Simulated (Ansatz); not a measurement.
A series in volume scale on WSe₂

Results calculated with Ansatz 0.2.0, not measured. Periodic Kohn-Sham DFT of a crystal at fixed atoms, scaled to volume_scale times the given cell; pressure positive in compression, energy less spherical unpolarised free atoms, largest_vzz the field gradient of largest size among the nuclei.

The cell before it is scaled or strained (space group P6_3/mmc, No. 194):
```
CELL_PARAMETERS angstrom
3.29000 0.00000 0.00000
-1.64500 2.84920 0.00000
0.00000 0.00000 12.97000
ATOMIC_POSITIONS crystal
W 0.33333 0.66667 0.25000
W 0.66667 0.33333 0.75000
Se 0.33333 0.66667 0.62100
Se 0.66667 0.33333 0.12100
Se 0.33333 0.66667 0.87900
Se 0.66667 0.33333 0.37900
```

Settings of every row: method frozen-core PAW; functional PBE; relativity scalar; k mesh 11x11x3; filling fermi-dirac; smearing width 0.08 eV; wave cutoff 420 eV; paw set soft_2.

Atom start moment: 0 on all atoms.

Limits: a layered crystal: even scaling strains the bonds within the layers, so this curve is stiffer than the crystal under pressure; field gradient without spin-orbit coupling on heavy atoms; no spin-orbit coupling on heavy atoms.

```csv
row,volume scale,V (Å³/atom),largest V_zz (1e21 V/m^2),pressure (GPa)
1,0.94,19.047,-18.169,14.12
2,0.96,19.453,-17.781,10.273
3,0.98,19.858,-17.4,6.816
4,0.99,20.061,-17.213,5.221
5,1,20.263,-17.024,3.709
6,1.01,20.466,?,?
7,1.02,20.668,-16.654,0.915
8,1.04,21.074,-16.329,-1.596
9,1.06,21.479,-15.991,-3.853
```

Question: what largest V_zz and pressure should row 6 give?

Worked fit of largest V_zz. Take t = volume scale − 1. The shown rows have t = -0.06, -0.04, -0.02, -0.01, 0, 0.02, 0.04, 0.06. Least squares give largest V_zz = −17.0253 + 18.19 × t − 15.66 × t² 1e21 V/m^2; a straight line predicts inner rows, each left out in turn, worse (root mean square 0.021 against 0.009 1e21 V/m^2). The rows lie off it by 0.004, -0.003, -0.005, -0.004, 0.001, 0.014, -0.006, -0.001 (root mean square 0.0061 1e21 V/m^2). The withheld row has t = 0.01, so the fit gives −17.0253 + 18.19 × (0.01) − 15.66 × (0.01)² = -16.845 1e21 V/m^2.

The calculation gave -16.825 1e21 V/m^2. The fit lies 0.020 1e21 V/m^2 (0.92 % of the column's range) below it; its largest miss of a shown row is 0.014 1e21 V/m^2.

Worked fit of pressure. Take u = (V_r/V)^(2/3) − 1 with V_r = 20.162 Å³ an atom, which is twice the finite (Eulerian) strain; such expansions in the strain, on which the Birch-Murnaghan equation of state is built, carry the rest volume and the bulk modulus. The shown rows have u = 0.03866, 0.02415, 0.01018, 0.00335, -0.00333, -0.01639, -0.02906, -0.04131. Least squares give pressure = 4.4553 + 225.849 × u + 612.45 × u² + 322 × u³ GPa; a parabola predicts inner rows, each left out in turn, worse (root mean square 0.0056 against 0.0032 GPa). The rows lie off it by -0.001, 0.002, -0.002, 0.002, -0.001, -0.002, 0.003, -0.001. The pressure vanishes at u = -0.0209, or V = 20.81 Å³ an atom, and there the bulk modulus at fixed shape and fractions is B = −V dP/dV = (2/3)(1 + u) dP/du = 131 GPa. Letting shape and atoms relax would as a rule lower it, by much in layered, chain or molecular crystals. The withheld row has u = -0.00993, so the fit gives 4.4553 + 225.849 × (-0.00993) + 612.45 × (-0.00993)² + 322 × (-0.00993)³ = 2.273 GPa.

The calculation gave 2.275 GPa. The fit lies 0.002 GPa (0.011 % of the column's range) below it; its largest miss of a shown row is 0.003 GPa.
